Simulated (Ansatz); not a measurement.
# Dielectric response of NaH (001) films, part 3 of 3

Wanted: ε of rocksalt NaH (001) by finite fields on slabs, and the band edges against the vacuum where run.

Ansatz 0.2.0; plane-wave DFT, PBE, Ansatz PAW (set soft_1); PAW set soft_1 (the session's first sound run).

So far, gap on the k-mesh (eV): step 2 (relaxing the film, 6 atoms, units 3) 3.22; step 21 (atoms held, 16 atoms, units 8, field 0.1 V/Å) 2.67; step 22 (single point, 16 atoms, units 8, field -0.1 V/Å) 2.67; step 24 (relaxing in the field, 16 atoms, units 8, field 0.05 V/Å) 3.22; step 25 (field on, atoms free, 16 atoms, units 8, field -0.05 V/Å) 3.22.

**29. The bulk crystal**

This step: plane-wave DFT, PBE, Ansatz PAW (set soft_1); PAW set soft_1 (Ansatz 0.2.0).

System of this step: rocksalt NaH. It takes space group Fm-3m (No. 225, cubic). The conventional cell has a = 4.880 Å, b = 4.880 Å, c = 4.880 Å, α = 90.00°, β = 90.00°, γ = 90.00°. Na has 6 H at 2.44 Å nearest. Nearest to H lie 6 Na at 2.44 Å. Farther neighbours are not listed.

Band edges are better read in the bulk than in a thin slab, where confinement and surface states shift them. The bulk run gives them against its mean potential.

input.yaml

```yaml
crystal:
  lattice:
    - [0.0, 2.44, 2.44]
    - [2.44, 0.0, 2.44]
    - [2.44, 2.44, 0.0]
  atoms:
    - { symbol: Na, position: [0.0, 0.0, 0.0] }
    - { symbol: H, position: [0.5, 0.5, 0.5] }
kpoints:
  mp_grid: { grid: [10, 10, 10] }
  band_path: { path: [VBM, CBM], npoints: 1 }
hamiltonian:
  xc: pbe
  pseudopotentials: { kind: paw, azcp: { folder: soft_1 } }
scf:
  occupations: { method: fixed }
  convergence: { dr2_threshold: 1.0e-09 }
output:
  eigenvalues: true
checkpoint:
  write: bulk.run
  compress: false
  write_wavefunctions: false
```

Command:

```sh
$ ansatz run input.yaml --threads 4 --pin off --max-ram 8192MiB --backend cpu --events-out ev --progress --plain --runs-dir out
```

It took 0.96 s on 4 threads of Intel Xeon Platinum 8259CL at 2.50GHz (Skylake/Cascade Lake), shared host; peak memory 0.31 GiB.

This step gave:

```yaml
gap_on_the_k_mesh: 3.731 eV
gap_along_the_path: 3.714 eV
smallest_direct_gap_along_the_path: 4.557 eV
gap_the_smaller_of_path_and_mesh: 3.714 eV
```

The gap is 3.71 eV.

**30. Band edges against the vacuum, levels PBE**

This step: plane-wave DFT, PBE, Ansatz PAW (set soft_1); band edges against the vacuum, bulk levels by PBE; PAW set soft_1 (Ansatz 0.2.0).

System of this step: NaH (001), 8 units. The cell holds 16 atoms: 8 Na and 8 H. Its edges and angles: a = 3.451 Å, b = 3.451 Å, c = 35.080 Å, α = 90.0°, β = 90.0°, γ = 90.0°. It derives from NaH (rocksalt NaH). Vacuum lies along c.

The averaged potential in the middle of the thickest slab ties the bulk's levels to the vacuum level.

align.yaml

```yaml
surface:
  bulk: { run: bulk.run }
  slab: { run: end8.run, axis: 3 }
  face: plus
  period: 2.44
```

Command:

```sh
$ ansatz align-bands align.yaml -- --threads 4 --pin off
```

It took 0.07 s on 4 threads.

This step gave:

| Item | Value |
| --- | --- |
| ionisation energy | 4.463 eV |
| electron affinity | 0.7487 eV |
| slab level shift | 0.2283 eV |

Check by hand: ionisation energy less affinity, 4.46 − (0.75) = 3.71 eV, is the bulk gap at this level.

The program warns that the averaged potential varies by 0.16 eV in the slab's middle, which these edges carry as an error.

**31. The bulk with HSE06, k-mesh 8×8×8**

This step: plane-wave DFT, HSE06, Ansatz PAW (set soft_1); PAW set soft_1 (Ansatz 0.2.0).

System of this step: rocksalt NaH. The structure is cubic, space group Fm-3m (No. 225). Conventional cell: a = 4.880 Å, b = 4.880 Å, c = 4.880 Å, α = 90.00°, β = 90.00°, γ = 90.00°. Nearest to Na lie 6 H at 2.44 Å. Nearest to H lie 6 Na at 2.44 Å. Farther neighbours are not listed.

A hybrid functional removes part of the gap error, and is affordable in the small bulk cell.

input.yaml, the sections that differ from step 29:

```yaml
kpoints:
  mp_grid: { grid: [8, 8, 8] }
hamiltonian:
  xc: hse06
  pseudopotentials: { kind: paw, azcp: { folder: soft_1 } }
scf:
  occupations: { method: fixed }
  convergence: { dr2_threshold: 1.0e-08 }
checkpoint:
  write: bulk-hse.run
  compress: false
  write_wavefunctions: false
# crystal, output: as in step 29
```

Command:

```sh
$ ansatz run input.yaml --threads 4 --pin off --max-ram 8192MiB --backend cpu --events-out ev --progress --plain --runs-dir out
```

Run time: 7.7 s. Hardware: 4 threads; peak memory 1.1 GiB.

Numbers from this step:

* gap on the k-mesh: 4.745 eV

The gap is 4.74 eV.

**32. Band edges against the vacuum, levels HSE06**

This step: plane-wave DFT, PBE, Ansatz PAW (set soft_1); band edges against the vacuum, bulk levels by HSE06; PAW set soft_1 (Ansatz 0.2.0).

System of this step: NaH (001), 8 units. The cell holds 16 atoms: 8 Na and 8 H. Its edges and angles: a = 3.451 Å, b = 3.451 Å, c = 35.080 Å, α = 90.0°, β = 90.0°, γ = 90.0°. It derives from NaH (rocksalt NaH). Vacuum lies along c.

The same line-up with the hybrid's levels.

align.yaml

```yaml
surface:
  bulk: { run: bulk.run, levels_from: { run: bulk-hse.run } }
  slab: { run: end8.run, axis: 3 }
  face: plus
  period: 2.44
```

Command:

```sh
$ ansatz align-bands align.yaml -- --threads 4 --pin off
```

It took 0.1 s on 4 threads.

This step gave:

| Quantity | Value |
| --- | --- |
| ionisation energy | 5.199 eV |
| electron affinity | 0.4541 eV |

Check by hand: ionisation energy less affinity, 5.20 − (0.45) = 4.74 eV, is the bulk gap at this level.

The program warns that the averaged potential varies by 0.16 eV in the slab's middle, which these edges carry as an error.

**33. The same run with other settings: scf.mixing.preconditioner = "kerker_dos"**

This step: plane-wave DFT, PBE, Ansatz PAW (set soft_1) (Ansatz 0.2.0).

System of this step: NaH (001), 3 units. The cell holds 6 atoms: 3 Na and 3 H. Cell: a = 3.451 Å, b = 3.451 Å, c = 22.880 Å, α = 90.0°, β = 90.0°, γ = 90.0°. It derives from NaH (rocksalt NaH). Vacuum lies along c.

A run with a changed input: it repeats the earlier run at 0.1 V/Å, 3 units with scf.mixing.preconditioner to kerker_dos.

input.yaml

```yaml
crystal:
  lattice:
    - [3.45068109, 0.0, 0.0]
    - [0.0, 3.45068109, 0.0]
    - [0.0, 0.0, 22.88]
  atoms:
    - { symbol: Na, position: [0.5, 0.5, 0.3957770368] }
    - { symbol: H, position: [0.0, 0.0, 0.3945888887] }
    - { symbol: Na, position: [0.0, 0.0, 0.4999999562] }
    - { symbol: H, position: [0.5, 0.5, 0.4999999882] }
    - { symbol: Na, position: [0.5, 0.5, 0.6042229329] }
    - { symbol: H, position: [0.0, 0.0, 0.6054111972] }
kpoints:
  mp_grid: { grid: [8, 8, 1] }
hamiltonian:
  xc: pbe
  pseudopotentials: { kind: paw, azcp: { folder: soft_1 } }
scf:
  occupations: { method: fixed }
  convergence: { dr2_threshold: 1.0e-10 }
  mixing: { preconditioner: kerker_dos }
efield:
  axis: 3
  dipole_correction: true
  ramp_position: 0.9696
  ramp_width: 0.0608
  amplitude: 0.1
output:
  write_potential: true
  write_density: true
  volumetric_format: npy
```

Command:

```sh
$ ansatz run input.yaml --threads 4 --pin off --max-ram 8192MiB --backend cpu --events-out ev --progress --plain --runs-dir out
```

The job ended after 7.8 s (4 threads; peak memory 0.48 GiB).

Numbers from this step:

| Quantity | Value |
| --- | --- |
| gap on the k-mesh | 3.020 eV |
| dipole along the normal | 0.03660 e·Å |

| quantity | this run | earlier run | difference |
| --- | --- | --- | --- |
| dipole along the normal (e·Å) | 0.03660 | 0.03660 | -3.5e-6 |
| gap on the k-mesh (eV) | 3.020 | 3.020 | 1.8e-5 |

Nothing in the table moves by 0.01 in its unit (for the dipole 0.5 % and 5e-5 e·Å). The run took 40 SCF cycles against 11.

**34. A changed input: hamiltonian.xc = "r2scan"**

This step: plane-wave DFT, PBE, Ansatz PAW (set soft_1), but for the change named below (Ansatz 0.2.0).

Another changed input: it repeats the earlier run at 0.1 V/Å, 3 units with hamiltonian.xc from pbe to r2scan.

Changes to input.yaml since step 33:

```diff
@@ -15,3 +15,3 @@
 hamiltonian:
-  xc: pbe
+  xc: r2scan
   pseudopotentials: { kind: paw, azcp: { folder: soft_1 } }
@@ -20,3 +20,2 @@
   convergence: { dr2_threshold: 1.0e-10 }
-  mixing: { preconditioner: kerker_dos }
 efield:
```

Wall time 9.6 s (4 threads); peak memory 0.97 GiB; 35 s of CPU time.

Numbers from this step:

| Property | Result |
| --- | --- |
| gap on the k-mesh | 3.545 eV |
| dipole along the normal | 0.03529 e·Å |

| quantity | this run | earlier run | difference |
| --- | --- | --- | --- |
| dipole along the normal (e·Å) | 0.03529 | 0.03660 | -0.0013 |
| gap on the k-mesh (eV) | 3.545 | 3.020 | 0.52 |

What moves beyond 0.01 in its unit (for the dipole 0.5 % and 5e-5 e·Å): gap on the k-mesh (+0.524 eV) and dipole along the normal (-0.00131 e·Å).

**35. Summary of results**

```json
{
 "electronic ε from the thickness series": "3.10",
 "static ε from the thickness series": "9.23",
 "local electronic ε, middle of 8 units": "3.10",
 "ionisation energy, levels by PBE": "4.46 eV",
 "electron affinity, levels by PBE": "0.749 eV",
 "ionisation energy, levels by HSE06": "5.20 eV",
 "electron affinity, levels by HSE06": "0.454 eV"
}
```

What this shows: The films give an electronic ε of 3.10 and a static ε of 9.23. The slope of the series and the field inside the thickest film give 3.10 and 3.10, in agreement. Ions raise ε from 3.10 to 9.23. HSE06 levels deepen the valence edge by 0.74 eV on the same PBE surface dipole. The alignment warns that the averaged potential still varies by 0.16 eV in the slab's middle, which the band edges carry as an error. The in-plane lattice constants are held at typed bulk values. Semilocal functionals tend to overestimate the electronic ε a little.

[Logs are printed without paths, hosts, clocks, repeated set-up lines and the standing remarks that a program may print on its own settings, such as how far it seeks lower states.]

[Hosts, paths, dates, database ids (printed as entryN), source tags and the programs' standing remarks are cut or masked in the printed files.]

[Maps of the electrostatic potential energy from Ansatz leave out the sawtooth potential of an applied field or a dipole correction, so their vacuum need not be flat; planar profiles and work functions include it.]
